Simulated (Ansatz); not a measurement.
Write the native input for Ansatz 0.2.0 that does the following.

```yaml
Task: relaxation of cell and atoms
Functional: HSE03
Potentials_or_basis: Ansatz PAW
Cutoff: "420 eV (not typed: the program's choice for these potentials)"
k_mesh: 5 × 5 × 5
Occupations: fermi-dirac, width 0.05 eV
Spin: no spin polarisation
```

Crystal: In.

```xyz
1
Lattice="-1.8825 1.8825 1.8825 1.8825 -1.8825 1.8825 1.8825 1.8825 -1.8825" Properties=species:S:1:pos:R:3 pbc="T T T"
In    0.0000    0.0000    0.0000
```

This isn't the form of In at room conditions, which is tetragonal.

One way to write it, as run:

input

```
crystal:
  lattice:
    - [-1.88252524, 1.88252524, 1.88252524]
    - [1.88252524, -1.88252524, 1.88252524]
    - [1.88252524, 1.88252524, -1.88252524]
  atoms:
    - { symbol: In, position: [0.0, 0.0, 0.0] }
hamiltonian:
  xc: { exchange: pbe, correlation: pbe, exx: { coeff: 0.25, omega: 0.3 } }
  pseudopotentials: { kind: paw }
kpoints:
  mp_grid: { grid: [5, 5, 5] }
scf:
  occupations: { method: fermi_dirac, width: 0.05 }
output:
  forces: true
  stress: true
  eigenvalues: true
relax:
  f_tol: 0.01
  max_steps: 40
  cell: { stress_tol: 0.05 }
```

It gave:

The relaxed volume is 26.60 Å³/atom, the relaxed cell is a = 3.257 Å, b = 3.257 Å, c = 3.257 Å, α = 109.47°, β = 109.47°, γ = 109.47° and the space group after relaxing (to 0.05 Å) is Im-3m (No. 229). The energy gained by relaxing is 0.1 meV/atom. The ionic steps are 3. The pressure after relaxing is 0.0 GPa. The band gap on the k mesh is none (metal or under the smearing width).

Caveat: the k mesh is coarse (spacing up to 0.47 Å⁻¹), so the values aren't converged, least of all with exact exchange; the plane-wave basis is chosen anew once the cell has moved, so the energies of steps on either side of that aren't comparable; the PAW data sets come from PBE, with cores solved anew for the run's functional, which leaves a small shift of forces and pressure.

Wall time 13 s on 1 × NVIDIA H100 80GB HBM3 with 2 threads of AMD EPYC 7R13 Processor (Zen 3), with other jobs on the host, peak memory 1.4 GiB.
